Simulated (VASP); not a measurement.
# KCl (Pm-3m) in VASP: notebook

One crystal, KCl, is run at these levels: PBE; tasks: single point.

Program: VASP 6.6.1. These are calculated values, not measurements. Logs are shortened: lines on timing, memory, paths and dates and some standing lists are left out, and cuts for length are marked.

## Step 1: Starting point

It takes space group Pm-3m (No. 221, cubic). Conventional cell: a = 3.839 Å, b = 3.839 Å, c = 3.839 Å, α = 90.00°, β = 90.00°, γ = 90.00°. Around K (site symmetry m-3m) lie 8 Cl at 3.32 Å. Cl (site symmetry m-3m) is surrounded by 8 K at 3.32 Å.

Measurements of this composition are mostly on another form, of space group No. 225.

## Step 2: Single point, PBE

File INCAR:

```
SYSTEM = KCl
PREC = Low ; ENCUT = 900
EDIFF = 1E-6 ; ISMEAR = 0
SIGMA = 0.05 ; LREAL = .False.
LASPH = .True. ; NELM = 100
ALGO = Normal ; ISIF = 2
LWAVE = .False. ; LCHARG = .False.
GGA = PE ; NBANDS = 15
ADDGRID = .False.
```

File KPOINTS:

```
regular mesh
0
Gamma
  7 7 7
  0 0 0
```

File POSCAR:

```
KCl
1.0
    3.8391960000      0.0000000000      0.0000000000
    0.0000000000      3.8391960000      0.0000000000
    0.0000000000      0.0000000000      3.8391960000
K Cl
1 1
Direct
    0.0000000000      0.0000000000      0.0000000000
    0.5000000000      0.5000000000      0.5000000000
```

Potentials or basis: VASP PAW PBE potentials, release 64 (K_sv, Cl_h).

Started as:

```sh
$ cat potpaw_PBE.64/K_sv/POTCAR potpaw_PBE.64/Cl_h/POTCAR > POTCAR
$ mpirun -np 1 vasp_std > vasp.out
```

OUTCAR:

```text
SYSTEM = KCl
   PREC = Low
   ENCUT = 900
   EDIFF = 1E-6
   ISMEAR = 0
   LREAL = .False.
   LASPH = .True.
   NELM = 100
   ISIF = 2
   GGA = PE

 Found     20 irreducible k-points:

 Following reciprocal coordinates:
            Coordinates               Weight
  0.000000  0.000000  0.000000      1.000000
  0.142857  0.000000  0.000000      6.000000
  0.285714  0.000000  0.000000      6.000000
  0.428571  0.000000  0.000000      6.000000
  0.142857  0.142857  0.000000     12.000000
  0.285714  0.142857  0.000000     24.000000
   k-points           NKPTS =     20   k-points in BZ     NKDIM =     20   number of bands    NBANDS=     15
   number of dos      NEDOS =    301   number of ions     NIONS =      2
   total plane-waves  NPLWV =  21952
   dimension x,y,z NGX =    28 NGY =   28 NGZ =   28
   dimension x,y,z NGXF=    28 NGYF=   28 NGZF=   28
   ions per type =               1   1
   NGX,Y,Z   is equivalent  to a cutoff of  12.12, 12.12, 12.12 a.u.
   NGXF,Y,Z  is equivalent  to a cutoff of  12.12, 12.12, 12.12 a.u.
 SYSTEM =  KCl
   PREC   = low       normal or accurate (medium, high low for compatibility)
   ISTART =      0    job   : 0-new  1-cont  2-samecut
   ICHARG =      2    charge: 1-file 2-atom 10-const
   ISPIN  =      1    spin polarized calculation?
   LNONCOLLINEAR =      F non collinear calculations
   LSORBIT =      F    spin-orbit coupling
   LASPH  =      T    aspherical Exc in radial PAW
   ENCUT  =  900.0 eV  66.15 Ry    8.13 a.u.   9.39  9.39  9.39*2*pi/ulx,y,z
   NELM   =    100;   NELMIN=  2; NELMDL= -5     # of ELM steps
   EDIFF  = 0.1E-05   stopping-criterion for ELM
   LREAL  =      F    real-space projection
   EDIFFG = 0.1E-04   stopping-criterion for IOM
   NSW    =      0    number of steps for IOM
   IBRION =     -1    ionic relax: 0-MD 1-quasi-New 2-CG
   NFREE  =      0    steps in history (QN), initial steepest desc. (CG)
   ISIF   =      2    stress and relaxation
   ISYM   =      2    0-nonsym 1-usesym 2-fastsym
   POTIM  = 0.5000    time-step for ionic-motion
   TEBEG  =    0.0;   TEEND  =   0.0 temperature during run
   PSTRESS=    0.0 pullay stress
   NELECT =      16.0000    total number of electrons
   NUPDOWN=      -1.0000    fix difference up-down
   EMIN   =  10.00;   EMAX   =-10.00  energy-range for DOS
   EFERMI =   0.00;   METHOD = LEGACY
   ISMEAR =     0;   SIGMA  =   0.05  broadening in eV -4-tet -1-fermi 0-gaus
   EFERMI_NEDOS =   21; number of points for ismear=-14 and -15
   IALGO  =     38    algorithm
   IMIX   =      4    mixing-type and parameters
     AMIX     =   0.40;   BMIX     =  1.00
     AMIX_MAG =   1.60;   BMIX_MAG =  1.00
  volume/ion in A,a.u.               =      28.29       190.94
  Fermi-wavevector in a.u.,A,eV,Ry     =   1.074504  2.030517 15.708715  1.154558
  Thomas-Fermi vector in A             =   2.210334
   LORBIT       =      0    0 simple, 1 ext, 2 COOP (PROOUT), +10 PAW based schemes
   GGA     = PE    functional components
   LHFCALC =     F    Hartree Fock is set to
   AEXX    =    0.0000 exact exchange contribution
   IVDW    =     0    specifies the selected vdW correction
   LEPSILON=     F    determine dielectric tensor
   LRPA    =     F    only Hartree local field effects (RPA)
 non-spin polarized calculation
 Gauss-broadening in eV      SIGMA  =   0.05
  energy-cutoff  :      900.00
  volume of cell :       56.59
 maximum number of plane-waves:      3493
   NGX = 19   NGY = 19   NGZ = 19

 number of electron      16.0000321 magnetization

 Free energy of the ion-electron system (eV)
  ---------------------------------------------------
  ext. energy  EPLUGINS =         0.00000000
  ---------------------------------------------------
  free energy    TOTEN  =        -6.65767712 eV

  energy without entropy =       -6.65767712  energy(sigma->0) =       -6.65767712

 E-fermi :  -0.3622     XC(G=0):  -8.0943

 val. band max:       -0.6162367434   @ k =   0.4286   0.4286   0.0000
 cond. band min:       4.2008269904   @ k =   0.0000   0.0000   0.0000
 fundamental gap:      4.8170637338
 Fermi energy:        -0.3622302622

 k-point     1 :       0.0000    0.0000    0.0000
  band No.  band energies     occupation
      1     -28.6583      2.00000
      2     -13.1627      2.00000
      3     -12.0453      2.00000
      4     -12.0453      2.00000
      5     -12.0453      2.00000
      6      -0.7980      2.00000
      7      -0.7980      2.00000
      8      -0.7980      2.00000
      9       4.2008      0.00000
     10       5.9665      0.00000
     11       5.9665      0.00000
     12      10.0305      0.00000
     13      10.0305      0.00000
     14      10.0305      0.00000
     15      12.9459      0.00000

 k-point     2 :       0.1429    0.0000    0.0000
  band No.  band energies     occupation
      1     -28.6547      2.00000
      2     -13.1955      2.00000
      3     -12.0397      2.00000
      4     -12.0397      2.00000
      5     -12.0193      2.00000
      6      -1.1639      2.00000
      7      -0.7989      2.00000
      8      -0.7989      2.00000
      9       4.6636      0.00000
     10       6.1316      0.00000
     11       6.3656      0.00000
     12       9.9545      0.00000
     13       9.9545      0.00000
     14      10.1263      0.00000
     15      12.2214      0.00000

 k-point     3 :       0.2857    0.0000    0.0000
  band No.  band energies     occupation
      1     -28.6467      2.00000
      2     -13.2701      2.00000
      3     -12.0269      2.00000
      4     -12.0269      2.00000
      5     -11.9567      2.00000
      6      -1.8371      2.00000
      7      -0.8017      2.00000
      8      -0.8017      2.00000
      9       5.6996      0.00000
     10       6.5981      0.00000
     11       7.2381      0.00000
     12       9.8567      0.00000
     13       9.8567      0.00000
     14      10.3685      0.00000
     15      10.8418      0.00000

 k-point     4 :       0.4286    0.0000    0.0000
  band No.  band energies     occupation
      1     -28.6403      2.00000
      2     -13.3306      2.00000
      3     -12.0166      2.00000
      4     -12.0166      2.00000
      5     -11.9024      2.00000
      6      -2.2884      2.00000
      7      -0.8045      2.00000
      8      -0.8045      2.00000
      9       6.8204      0.00000
     10       7.1860      0.00000
     11       7.6913      0.00000
     12       9.6954      0.00000
     13       9.8742      0.00000
     14       9.8742      0.00000
     15      10.6004      0.00000

 k-point     5 :       0.1429    0.1429    0.0000
  band No.  band energies     occupation
      1     -28.6512      2.00000
      2     -13.2060      2.00000
      3     -12.0871      2.00000
      4     -12.0343      2.00000
      5     -11.9686      2.00000
      6      -1.2327      2.00000
      7      -1.0339      2.00000
      8      -0.7927      2.00000
      9       5.0556      0.00000
     10       6.3765      0.00000
     11       6.6385      0.00000
     12       9.6297      0.00000
     13       9.7891      0.00000
     14      10.3795      0.00000
     15      12.3102      0.00000

 k-point     6 :       0.2857    0.1429    0.0000
  band No.  band energies     occupation
      1     -28.6433      2.00000
      2     -13.2383      2.00000
      3     -12.0988      2.00000
      4     -12.0221      2.00000
      5     -11.9381      2.00000
      6      -1.7801      2.00000
      7      -1.0533      2.00000
      8      -0.7791      2.00000
      9       5.9255      0.00000
     10       6.7580      0.00000
     11       7.4426      0.00000
     12       9.3881      0.00000
     13       9.5217      0.00000
     14      10.3344      0.00000
     15      11.3724      0.00000

 [... further k-points ...]

------------------------ aborting loop because EDIFF is reached ----------------------------------------

  FORCE on cell =-STRESS in cart. coord.  units (eV):
  Direction    XX          YY          ZZ          XY          YZ          ZX
  --------------------------------------------------------------------------------------
  -------------------------------------------------------------------------------------
  Total       -0.0032105     -0.0032105     -0.0032105      0.0000000      0.0000000      0.0000000
  in kB       -0.0908998     -0.0908998     -0.0908998      0.0000000      0.0000000      0.0000000
  external PRESSURE =      -0.0908998 kB  Pullay stress =       0.0000000 kB

 VOLUME and BASIS-vectors are now :
 -----------------------------------------------------------------------------
  energy-cutoff  :      900.00
  volume of cell :       56.59
      direct lattice vectors                 reciprocal lattice vectors
     3.839196000  0.000000000  0.000000000     0.260471203  0.000000000  0.000000000
     0.000000000  3.839196000  0.000000000     0.000000000  0.260471203  0.000000000
     0.000000000  0.000000000  3.839196000     0.000000000  0.000000000  0.260471203

 POSITION                                       TOTAL-FORCE (eV/Angst)
 -----------------------------------------------------------------------------------
      0.00000      0.00000      0.00000         0.000000      0.000000      0.000000
      1.91960      1.91960      1.91960         0.000000      0.000000      0.000000
 -----------------------------------------------------------------------------------
    total drift:                               -0.000000     -0.000000     -0.000000

  FREE ENERGIE OF THE ION-ELECTRON SYSTEM (eV)
  ---------------------------------------------------
  free  energy   TOTEN  =        -6.6576771201 eV

  energy  without entropy=       -6.6576771201  energy(sigma->0) =       -6.65767712
```

Run time: 7.3 s. Hardware: 1 thread of Intel Xeon 6975P-C (Granite Rapids), shared host; peak memory 0.14 GiB.

The run converged, but some of its settings lie outside the range that counts as converged, so its numbers aren't taken as properties of the crystal.

Results:

* Free energy: -6.6577 eV
* Pressure: 0.0 GPa
* Band gap on the k mesh: 4.82 eV, indirect (least direct gap 5.00 eV)

Caveat: an odd mesh through Γ misses points on the zone boundary, where band edges often lie.

## Step 3: Single point, PBE

INCAR is that of step 2.

KPOINTS is that of step 2.

File POSCAR:

```
KCl
1.0
    3.8391960000      0.0000000000      0.0000000000
    0.0000000000      3.8391960000      0.0000000000
    0.0000000000      0.0000000000      3.8391960000
K Cl
1 1
Direct
    0.0405710000      0.0040460000      0.0049320000
    0.5021390000      0.4938510000      0.4988730000
```

Potentials or basis: VASP PAW PBE potentials, release 64 (K_sv, Cl_h).

Started as:

```sh
$ cat potpaw_PBE.64/K_sv/POTCAR potpaw_PBE.64/Cl_h/POTCAR > POTCAR
$ mpirun -np 1 vasp_std > vasp.out
```

It took 50 s on 1 thread of Intel Xeon 6975P-C (Granite Rapids), shared host; peak memory 0.36 GiB.

The run converged, but some of its settings lie outside the range that counts as converged, so its numbers aren't taken as properties of the crystal.

What came out:

```
Free energy            : -6.6497 eV
Pressure               : 0.2 GPa
Largest force          : 0.102 eV/Å
Band gap on the k mesh : 4.82 eV, indirect (least direct gap 5.00 eV)
```

Caveat: an odd mesh through Γ misses points on the zone boundary, where band edges often lie.

## Step 4: Single point, PBE

INCAR, as its differences from that of step 3:

```diff
@@ -1,3 +1,3 @@
 SYSTEM = KCl
-PREC = Low ; ENCUT = 900
+PREC = Normal ; ENCUT = 900
 EDIFF = 1E-6 ; ISMEAR = 0
```

KPOINTS is that of step 3.

File POSCAR:

```
KCl
1.0
    3.8391960000      0.0000000000      0.0000000000
    0.0000000000      3.8391960000      0.0000000000
    0.0000000000      0.0000000000      3.8391960000
K Cl
1 1
Direct
    0.0000000000      0.0000000000      0.0000000000
    0.5000000000      0.5000000000      0.5000000000
```

Potentials or basis: VASP PAW PBE potentials, release 64 (K_sv, Cl_h).

Started as:

```sh
$ cat potpaw_PBE.64/K_sv/POTCAR potpaw_PBE.64/Cl_h/POTCAR > POTCAR
$ mpirun -np 1 vasp_std > vasp.out
```

OUTCAR:

```text
SYSTEM = KCl
   PREC = Normal
   ENCUT = 900
   EDIFF = 1E-6
   ISMEAR = 0
   LREAL = .False.
   LASPH = .True.
   NELM = 100
   ISIF = 2
   GGA = PE

 Found     20 irreducible k-points:

 Following reciprocal coordinates:
            Coordinates               Weight
  0.000000  0.000000  0.000000      1.000000
  0.142857  0.000000  0.000000      6.000000
  0.285714  0.000000  0.000000      6.000000
  0.428571  0.000000  0.000000      6.000000
  0.142857  0.142857  0.000000     12.000000
[... 186 lines left out ...]

  FORCE on cell =-STRESS in cart. coord.  units (eV):
  Direction    XX          YY          ZZ          XY          YZ          ZX
  --------------------------------------------------------------------------------------
  -------------------------------------------------------------------------------------
  Total       -0.0022634     -0.0022634     -0.0022634      0.0000000      0.0000000      0.0000000
  in kB       -0.0640834     -0.0640834     -0.0640834      0.0000000      0.0000000      0.0000000
  external PRESSURE =      -0.0640834 kB  Pullay stress =       0.0000000 kB

 VOLUME and BASIS-vectors are now :
 -----------------------------------------------------------------------------
  energy-cutoff  :      900.00
  volume of cell :       56.59
      direct lattice vectors                 reciprocal lattice vectors
     3.839196000  0.000000000  0.000000000     0.260471203  0.000000000  0.000000000
     0.000000000  3.839196000  0.000000000     0.000000000  0.260471203  0.000000000
     0.000000000  0.000000000  3.839196000     0.000000000  0.000000000  0.260471203

 POSITION                                       TOTAL-FORCE (eV/Angst)
 -----------------------------------------------------------------------------------
      0.00000      0.00000      0.00000         0.000000      0.000000      0.000000
      1.91960      1.91960      1.91960         0.000000      0.000000      0.000000
 -----------------------------------------------------------------------------------
    total drift:                               -0.000000      0.000000      0.000000

  FREE ENERGIE OF THE ION-ELECTRON SYSTEM (eV)
  ---------------------------------------------------
  free  energy   TOTEN  =        -6.6567720014 eV

  energy  without entropy=       -6.6567720014  energy(sigma->0) =       -6.65677200
```

stdout:

```text
POSCAR found type information on POSCAR K Cl
 POSCAR found :  2 types and       2 ions
 scaLAPACK will be used
 LDA part: xc-table for (Slater+PW92), standard interpolation
 POSCAR, INCAR and KPOINTS ok, starting setup
 FFT: planning ... GRIDC
 FFT: planning ... GRID_SOFT
 FFT: planning ... GRID
 WAVECAR not read
 entering main loop
```

It took 8.2 s on 1 thread of Intel Xeon 6975P-C (Granite Rapids), shared host; peak memory 0.17 GiB.

The run converged, but some of its settings lie outside the range that counts as converged, so its numbers aren't taken as properties of the crystal.

Results:

```
Free energy            : -6.6568 eV
Pressure               : 0.0 GPa
Band gap on the k mesh : 4.82 eV, indirect (least direct gap 5.00 eV)
```

Caveat: an odd mesh through Γ misses points on the zone boundary, where band edges often lie.

## Step 5: The reference run

An earlier run on the cell as given: functional PBEsol; potentials or basis VASP PAW PBE potentials, release 64 (K_sv, Cl); cutoff 520 eV; k mesh 7 × 7 × 7; occupations fermi-dirac, width 0.05 eV; no spin polarisation.

- Pressure: -1.4 GPa
- Band gap on the k mesh: 4.64 eV, indirect (least direct gap 4.83 eV)
